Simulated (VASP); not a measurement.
# Sb (R-3m) in VASP: a series of runs, part 2 of 3

VASP 6.6.1. The steps go on from the part before.

## 3. Single point, PBE

Input file INCAR:

```
SYSTEM = Sb
PREC = Accurate ; ENCUT = 450
EDIFF = 1E-7 ; ISMEAR = 0
SIGMA = 0.02 ; LREAL = .FALSE.
LASPH = .TRUE. ; NELM = 80
ALGO = Normal ; ISIF = 2
LWAVE = .FALSE. ; LCHARG = .FALSE.
GGA = PE ; NBANDS = 22
```

Input file KPOINTS:

```
Automatic mesh
0
G
  4 4 4
  0 0 0
```

Input file POSCAR:

```
Sb
1.0
    2.1542000000      1.2437279499      3.7580000000
   -2.1542000000      1.2437279499      3.7580000000
    0.0000000000     -2.4874558998      3.7580000000
Sb
2
Direct
    0.7665100000      0.7665100000      0.7665100000
    0.2334900000      0.2334900000      0.2334900000
```

Potentials or basis: VASP PAW PBE potentials, release 64 (Sb_d_GW).

The run is started by

```console
$ cat potpaw_PBE.64/Sb_d_GW/POTCAR > POTCAR
$ mpirun -np 1 vasp_std > vasp.out
```

OUTCAR:

```text
SYSTEM = Sb
   PREC = Accurate
   ENCUT = 450
   EDIFF = 1E-7
   ISMEAR = 0
   LREAL = .FALSE.
   LASPH = .TRUE.
   NELM = 80
   ISIF = 2
   GGA = PE

 ion  position               nearest neighbor table
   1  0.767  0.767  0.767-   2 2.91   2 2.91   2 2.91   2 3.35   2 3.35   2 3.35
   2  0.233  0.233  0.233-   1 2.91   1 2.91   1 2.91   1 3.35   1 3.35   1 3.35

  LATTYP: Found a trigonal (rhomboedric) cell.
 ALAT       =     4.5066618304
 COS(alpha) =     0.5430253624

  Lattice vectors:

 A1 = (   2.1542000000,   1.2437279499,   3.7580000000)
 A2 = (  -2.1542000000,   1.2437279499,   3.7580000000)
 A3 = (   0.0000000000,  -2.4874558998,   3.7580000000)

Analysis of symmetry for initial positions (statically):
=====================================================================
 Subroutine PRICEL returns:
 Original cell was already a primitive cell.

 Routine SETGRP: Setting up the symmetry group for a
 trigonal (rhombohedral) supercell.

 Subroutine GETGRP returns: Found 12 space group operations
 (whereof 12 operations were pure point group operations)
 out of a pool of 12 trial point group operations.

The static configuration has the point symmetry D_3d.

Analysis of symmetry for dynamics (positions and initial velocities):
=====================================================================
 Subroutine PRICEL returns:
 Original cell was already a primitive cell.

 Routine SETGRP: Setting up the symmetry group for a
 trigonal (rhombohedral) supercell.

 Subroutine GETGRP returns: Found 12 space group operations
 (whereof 12 operations were pure point group operations)
 out of a pool of 12 trial point group operations.

The dynamic configuration has the point symmetry D_3d.

 Subroutine INISYM returns: Found 12 space group operations
 (whereof 12 operations are pure point group operations),
 and found     1 'primitive' translations

----------------------------------------------------------------------------------------

                                     Primitive cell

  volume of cell :      60.4115

  direct lattice vectors                    reciprocal lattice vectors
     2.154200000  1.243727950  3.758000000     0.232104726  0.134005726  0.088699663
    -2.154200000  1.243727950  3.758000000    -0.232104726  0.134005726  0.088699663
     0.000000000 -2.487455900  3.758000000     0.000000000 -0.268011452  0.088699663

  length of vectors
     4.506661830  4.506661830  4.506661830     0.282307932  0.282307932  0.282307932

  position of ions in fractional coordinates (direct lattice)
     0.766510000  0.766510000  0.766510000
     0.233490000  0.233490000  0.233490000

  ion indices of the primitive-cell ions
   primitive index   ion index
                 1           1
                 2           2

----------------------------------------------------------------------------------------

 KPOINTS: Automatic mesh

Automatic generation of k-mesh.
 Grid dimensions read from file:
 generate k-points for:    4    4    4

 Generating k-lattice:

  Cartesian coordinates                     Fractional coordinates (reciprocal lattice)
     0.058026181  0.033501431  0.022174916     0.250000000  0.000000000  0.000000000
    -0.058026181  0.033501431  0.022174916     0.000000000  0.250000000  0.000000000
     0.000000000 -0.067002863  0.022174916     0.000000000  0.000000000  0.250000000

  Length of vectors
     0.070576983  0.070576983  0.070576983

  Shift w.r.t. Gamma in fractional coordinates (k-lattice)
     0.000000000  0.000000000  0.000000000

 Subroutine IBZKPT returns following result:
 ===========================================

 Found     13 irreducible k-points:

 Following reciprocal coordinates:
            Coordinates               Weight
  0.000000  0.000000  0.000000      1.000000
  0.250000 -0.000000  0.000000      6.000000
  0.500000 -0.000000  0.000000      3.000000
  0.250000  0.250000  0.000000      6.000000
  0.500000  0.250000 -0.000000     12.000000
 -0.250000  0.250000  0.000000      6.000000
  0.500000  0.500000  0.000000      3.000000
  0.250000  0.250000  0.250000      2.000000
  0.500000  0.250000  0.250000      6.000000
 -0.250000  0.250000  0.250000      6.000000
  0.500000  0.500000  0.250000      6.000000
 -0.250000  0.500000  0.250000      6.000000
  0.500000  0.500000  0.500000      1.000000
   k-points           NKPTS =     13   k-points in BZ     NKDIM =     13   number of bands    NBANDS=     22
   number of dos      NEDOS =    301   number of ions     NIONS =      2
   total plane-waves  NPLWV =  32768
   dimension x,y,z NGX =    32 NGY =   32 NGZ =   32
   dimension x,y,z NGXF=    64 NGYF=   64 NGZF=   64
   ions per type =               2
   NGX,Y,Z   is equivalent  to a cutoff of  11.80, 11.80, 11.80 a.u.
   NGXF,Y,Z  is equivalent  to a cutoff of  23.61, 23.61, 23.61 a.u.
 SYSTEM =  Sb
   PREC   = accura    normal or accurate (medium, high low for compatibility)
   ISTART =      0    job   : 0-new  1-cont  2-samecut
   ICHARG =      2    charge: 1-file 2-atom 10-const
   ISPIN  =      1    spin polarized calculation?
   LNONCOLLINEAR =      F non collinear calculations
   LSORBIT =      F    spin-orbit coupling
   LASPH  =      T    aspherical Exc in radial PAW
   ENCUT  =  450.0 eV  33.07 Ry    5.75 a.u.   7.80  7.80  7.80*2*pi/ulx,y,z
   NELM   =     80;   NELMIN=  2; NELMDL= -5     # of ELM steps
   EDIFF  = 0.1E-06   stopping-criterion for ELM
   LREAL  =      F    real-space projection
   EDIFFG = 0.1E-05   stopping-criterion for IOM
   NSW    =      0    number of steps for IOM
   IBRION =     -1    ionic relax: 0-MD 1-quasi-New 2-CG
   NFREE  =      0    steps in history (QN), initial steepest desc. (CG)
   ISIF   =      2    stress and relaxation
   ISYM   =      2    0-nonsym 1-usesym 2-fastsym
   POTIM  = 0.5000    time-step for ionic-motion
   TEBEG  =    0.0;   TEEND  =   0.0 temperature during run
   PSTRESS=    0.0 pullay stress
   NELECT =      30.0000    total number of electrons
   NUPDOWN=      -1.0000    fix difference up-down
   EMIN   =  10.00;   EMAX   =-10.00  energy-range for DOS
   EFERMI =   0.00;   METHOD = LEGACY
   ISMEAR =     0;   SIGMA  =   0.02  broadening in eV -4-tet -1-fermi 0-gaus
   EFERMI_NEDOS =   21; number of points for ismear=-14 and -15
   IALGO  =     38    algorithm
   IMIX   =      4    mixing-type and parameters
     AMIX     =   0.40;   BMIX     =  1.00
     AMIX_MAG =   1.60;   BMIX_MAG =  1.00
  volume/ion in A,a.u.               =      30.21       203.84
  Fermi-wavevector in a.u.,A,eV,Ry     =   1.296409  2.449858 22.866996  1.680677
  Thomas-Fermi vector in A             =   2.427867
   LORBIT       =      0    0 simple, 1 ext, 2 COOP (PROOUT), +10 PAW based schemes
   GGA     = PE    functional components
   LHFCALC =     F    Hartree Fock is set to
   AEXX    =    0.0000 exact exchange contribution
   IVDW    =     0    specifies the selected vdW correction
   LEPSILON=     F    determine dielectric tensor
   LRPA    =     F    only Hartree local field effects (RPA)
 non-spin polarized calculation
 Gauss-broadening in eV      SIGMA  =   0.02
  energy-cutoff  :      450.00
  volume of cell :       60.41
 maximum number of plane-waves:      1334
   NGX = 15   NGY = 15   NGZ = 15

 number of electron      29.9999995 magnetization

 Free energy of the ion-electron system (eV)
  ---------------------------------------------------
  ext. energy  EPLUGINS =         0.00000000
  ---------------------------------------------------
  free energy    TOTEN  =        -8.33035359 eV

  energy without entropy =       -8.33035336  energy(sigma->0) =       -8.33035348

 E-fermi :   5.1162     XC(G=0):  -9.8973

 val. band max:        5.0582031644   @ k =   0.5000  -0.0000   0.0000
 cond. band min:       5.1742513527   @ k =   0.5000  -0.0000   0.0000
 fundamental gap:      0.1160481883
 Fermi energy:         5.1162272721

 k-point     1 :       0.0000    0.0000    0.0000
  band No.  band energies     occupation
      1     -24.0944      2.00000
      2     -24.0944      2.00000
      3     -24.0092      2.00000
      4     -24.0092      2.00000
      5     -23.9760      2.00000
      6     -23.8952      2.00000
[... 14 lines left out ...]
     21      10.6237      0.00000
     22      11.9648      0.00000
[... 277 lines left out ...]
  band No.  band energies     occupation
      1     -24.0463      2.00000
      2     -24.0463      2.00000
      3     -23.9909      2.00000
      4     -23.9909      2.00000
      5     -23.9559      2.00000
      6     -23.9077      2.00000
[... 14 lines left out ...]
     21      14.3020      0.00000
     22      14.5946      0.00000

------------------------ aborting loop because EDIFF is reached ----------------------------------------

  FORCE on cell =-STRESS in cart. coord.  units (eV):
  Direction    XX          YY          ZZ          XY          YZ          ZX
  --------------------------------------------------------------------------------------
  -------------------------------------------------------------------------------------
  Total        1.1734540      1.1734540      0.6990444      0.0000000      0.0000000      0.0000000
  in kB       31.1212634     31.1212634     18.5394084      0.0000000      0.0000000      0.0000000
  external PRESSURE =      26.9273117 kB  Pullay stress =       0.0000000 kB

 VOLUME and BASIS-vectors are now :
 -----------------------------------------------------------------------------
  energy-cutoff  :      450.00
  volume of cell :       60.41
      direct lattice vectors                 reciprocal lattice vectors
     2.154200000  1.243727950  3.758000000     0.232104726  0.134005726  0.088699663
    -2.154200000  1.243727950  3.758000000    -0.232104726  0.134005726  0.088699663
     0.000000000 -2.487455900  3.758000000     0.000000000 -0.268011452  0.088699663

 POSITION                                       TOTAL-FORCE (eV/Angst)
 -----------------------------------------------------------------------------------
      0.00000      0.00000      8.64163         0.000000      0.000000      0.043655
      0.00000      0.00000      2.63237         0.000000     -0.000000     -0.043655
 -----------------------------------------------------------------------------------
    total drift:                                0.000000      0.000000      0.000000

  FREE ENERGIE OF THE ION-ELECTRON SYSTEM (eV)
  ---------------------------------------------------
  free  energy   TOTEN  =        -8.3303535927 eV

  energy  without entropy=       -8.3303533588  energy(sigma->0) =       -8.33035348
```

OSZICAR:

```text
N       E                     dE             d eps       ncg     rms          rms(c)
DAV:   1     0.223674009672E+03    0.22367E+03   -0.91711E+03   824   0.123E+04
DAV:   2     0.216064606719E+02   -0.20207E+03   -0.19380E+03  1128   0.141E+03
DAV:   3    -0.698702747896E+01   -0.28593E+02   -0.28443E+02  1106   0.226E+02
DAV:   4    -0.826490288942E+01   -0.12779E+01   -0.12772E+01   942   0.330E+01
DAV:   5    -0.832991806924E+01   -0.65015E-01   -0.65011E-01   988   0.114E+01    0.383E+00
DAV:   6    -0.833060746920E+01   -0.68940E-03   -0.38167E-02  1144   0.535E+00    0.237E+00
DAV:   7    -0.833017409053E+01    0.43338E-03   -0.10176E-02  1058   0.484E+00    0.112E-01
DAV:   8    -0.833026431693E+01   -0.90226E-04   -0.11696E-03  1028   0.124E+00    0.535E-02
DAV:   9    -0.833034932889E+01   -0.85012E-04   -0.95492E-05   940   0.257E-01    0.184E-02
DAV:  10    -0.833035295900E+01   -0.36301E-05   -0.14414E-05   916   0.177E-01    0.223E-03
DAV:  11    -0.833035355702E+01   -0.59801E-06   -0.71645E-07   728   0.837E-03    0.139E-03
DAV:  12    -0.833035359271E+01   -0.35693E-07   -0.14175E-07   596   0.150E-02
   1 F= -.83303536E+01 E0= -.83303535E+01  d E =-.233870E-06
```

stdout:

```text
POSCAR found type information on POSCAR Sb
 POSCAR found :  1 types and       2 ions
 scaLAPACK will be used
 LDA part: xc-table for (Slater+PW92), standard interpolation
 POSCAR, INCAR and KPOINTS ok, starting setup
 FFT: planning ... GRIDC
 FFT: planning ... GRID_SOFT
 FFT: planning ... GRID
 WAVECAR not read
 entering main loop
```

It took 20 s on 1 thread of Intel Xeon Platinum 8488C (Sapphire Rapids), shared host; peak memory 0.17 GiB.

Results:

```yaml
Free_energy: -8.3304 eV
Pressure: 2.7 GPa
Largest_force: 0.044 eV/Å
Band_gap_on_the_k_mesh: 0.12 eV, direct
```

Forces in eV/Å, atoms in the order of the input:
```
Sb   0.000  0.000  0.044
Sb   0.000  0.000 -0.044
```

Stress tensor (GPa, compression positive):
```
3.11 0.00 0.00
0.00 3.11 0.00
0.00 0.00 1.85
```

Caveat: the k mesh is coarse (spacing up to 0.44 Å⁻¹), so the values aren't converged; spin-orbit coupling is left out, which moves the levels of the heavy elements. A k mesh can miss the band edges.

[end of part 2 of 3]
